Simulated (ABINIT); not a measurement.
HfO2:

```
CELL_PARAMETERS angstrom
0.00000 2.55750 2.55750
2.55750 0.00000 2.55750
2.55750 2.55750 0.00000
ATOMIC_POSITIONS crystal
Hf 0.00000 0.00000 0.00000
O 0.75000 0.75000 0.75000
O 0.25000 0.25000 0.25000
```

Measurements of this composition are mostly on another form, of space group No. 14.

Base run:

| Property | Result |
| --- | --- |
| Program | ABINIT 10.8.3 (patched build) |
| Functional | PBE |
| Potentials or basis | JTH PAW PBE v2.0 |
| Cutoff | 626 eV |
| k mesh | 12 × 12 × 12 |
| Occupations | fermi-dirac, width 0.05 eV |
| Spin | no spin polarisation |

Its results: band gap on the k mesh 3.74 eV, direct; pressure -5.8 GPa.

After a change of settings the same cell gave: band gap on the k mesh 3.84 eV, indirect (least direct gap 3.96 eV); pressure -5.8 GPa. Which change was it?
A. k mesh from 12 × 12 × 12 to 9 × 9 × 9
B. functional from PBE to PBEsol; k mesh from 12 × 12 × 12 to 7 × 7 × 7
C. functional from PBE to RPBE; k mesh from 12 × 12 × 12 to 9 × 9 × 9
D. functional from PBE to PBEsol; k mesh from 12 × 12 × 12 to 4 × 4 × 4

A.

Caveats: spin-orbit coupling is left out, which moves the levels of the heavy elements; the mesh misses the band edges, which the band path finds closer together (some runs).
